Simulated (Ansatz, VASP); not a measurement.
**KI: VASP beside Ansatz**

```
CELL_PARAMETERS angstrom
4.24759 0.00000 0.00000
0.00000 4.24759 0.00000
0.00000 0.00000 4.24759
ATOMIC_POSITIONS crystal
K 0.00000 0.00000 0.00000
I 0.50000 0.50000 0.50000
```

Alike in both runs: task single point; functional r2SCAN; k mesh 6 × 6 × 6; no spin polarisation.

```csv
,VASP,Ansatz
version,VASP 6.6.1,Ansatz 0.2.0
potentials or method,"VASP PAW PBE potentials, release 64 (K_sv, I)","plane waves, PAW"
plane-wave cutoff (eV),520,500
occupations,"gaussian, width 0.01 eV",fixed
valence electrons in the cell,16,26
```

```tsv
	VASP	Ansatz	Ansatz less VASP
gap on the k mesh at the Fermi level (eV)	4.13	4.13	+0.002
pressure (GPa)	0.5	0.5	+0.01
```

The two sets of potentials don't hold the same shells in valence.

Caveats: the PAW data sets were made with another functional, which shifts forces and pressure a little (VASP); spin-orbit coupling is left out, which moves the levels of the heavy elements. A k mesh can miss the band edges. r2SCAN opens gaps a little over a GGA but as a rule still falls short of measured ones.
